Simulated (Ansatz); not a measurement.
# Tetragonal deformation path in Fe

Theory: Ansatz, DFT PBEsol, scalar-relativistic, plane waves, PAW. The runs took a 420 eV cutoff, a Γ-centred 26×26×26 mesh and Gaussian smearing (0.15 eV). Collinear spins, started from moments 2.6 μB in atom order; the magnetic state may not be the lowest. Energies are free energies at this smearing, counted from the undisturbed cell; pressure is positive in compression.

The starting cell (as given, not relaxed at this level; it stands at -17.0 GPa):

```
Fe
1.0
    -1.43900    1.43900    1.43900
     1.43900   -1.43900    1.43900
     1.43900    1.43900   -1.43900
Fe
1
Direct
  0.00000 0.00000 0.00000
```

At fixed volume and fractional coordinates, lengths along (0.000, 0.000, 1.000) are scaled against those across it; ρ is that ratio over its starting value. The cell is metallic on the mesh throughout. At -17 GPa the given cell is far from its own equilibrium, so these figures belong to a strongly strained crystal.

```tsv
ρ	ΔE (meV/atom)	pressure (GPa)	moment (μB/cell)
0.707	276.8	-6.1	2.26
0.780	?	-10.3	?
0.850	?	-11.5	?
1.000	0.0	-17.0	2.25
1.200	64.8	-13.7	2.34
1.300	116.0	-9.9	2.47
1.414	144.2	-7.4	2.55
```

Q: Give the withheld values.

A: ΔE (meV/atom) at ρ = 0.780: 161.2; moment (μB/cell) at ρ = 0.780: 2.32; ΔE (meV/atom) at ρ = 0.850: 74.9; moment (μB/cell) at ρ = 0.850: 2.41.